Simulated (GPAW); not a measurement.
Runs of GPAW 26.7.0 on AlNi. The structure is cubic, space group Pm-3m (No. 221). Conventional cell: a = 2.881 Å, b = 2.881 Å, c = 2.881 Å, α = 90.00°, β = 90.00°, γ = 90.00°. Ni (site symmetry m-3m) is surrounded by 8 Al at 2.50 Å. Al (site symmetry m-3m) has 8 Ni at 2.50 Å as nearest neighbours. 

```tsv
task	level	potentials or basis	U	cell	k mesh	cutoff (eV)	hybrids on these orbitals	symmetry	band path	band points	optimizer	mesh quality	gap on the mesh (eV)	pressure (GPa)	moment (μB)	V0 of scaled cells (Å³/atom)	B0 (GPa)
one-shot levels on a semilocal density	LDA	the program's PAW data sets (release 1.2.1) made for this functional, pw	-	as given	4 × 4 × 4	500	["HSE06", "B3LYP", "YS-PBE0"]	point_group=False	-	-	-	coarse	none	(b)	0.00	-	-
band structure	PBEsol+U	PAW data sets generated in the run's folder for this functional, pw	Ni d U = 2 eV	as given	9 × 9 × 9	600	-	-	GXMGRX,MR	60	-	not flagged	-	(a)	0.00	-	-
relaxation of cell and atoms	PBEsol+D3(BJ)+ATM	PAW data sets generated in the run's folder for this functional, pw	-	relaxed	9 × 9 × 9	600	-	-	-	-	BFGS	not flagged	none	0.3	0.00	-	-
equation of state	PBEsol+D3	PAW data sets generated in the run's folder for this functional, pw	-	as given	7 × 7 × 7	600	-	-	-	-	-	not flagged	-	-	-	11.49	181
equation of state	PBEint	PAW data sets generated in the run's folder for this functional, pw	-	as given	7 × 7 × 7	600	-	-	-	-	-	not flagged	-	-	-	11.95	(c)
equation of state	PBEsol+D4	PAW data sets generated in the run's folder for this functional, pw	-	as given	7 × 7 × 7	600	-	-	-	-	-	not flagged	-	-	-	11.59	(d)
band structure	PBEsol+U	PAW data sets generated in the run's folder for this functional, pw	Ni d U = 4 eV	as given	9 × 9 × 9	600	-	-	GXMGRX,MR	60	-	not flagged	-	-5.1	0.00	-	-
equation of state	PBEsol	PAW data sets generated in the run's folder for this functional, pw	-	as given	7 × 7 × 7	600	-	-	-	-	-	not flagged	-	-	-	11.80	174
```

Alike in all rows: spin collinear, ferromagnetic start; smearing fermi-dirac 0.05 eV.

Problem. Estimate the missing entries.

Solution. (a) -3.7; (b) -8.8; (c) 169; (d) 182.

Caveats: some runs use coarse meshes; the stock nickel data set gives pressures a few GPa off other programs (some runs); the U is typed as a test and isn't derived for this compound (some runs); the cutoff is short for stress and forces, so pressures can be off by a GPa or more (some runs); one-shot exact exchange on a metal's smeared states is rough (some runs); each step starts from the last one's moments, so a moment once lost doesn't come back (some runs); later steps reuse the first step's grids (some runs); pairwise dispersion overbinds metals, which lowers pressure and volume (some runs).

A k mesh can miss the band edges.

A gap of «none» marks a metal or a gap under the smearing width.

Not every run made on this cell is shown here.
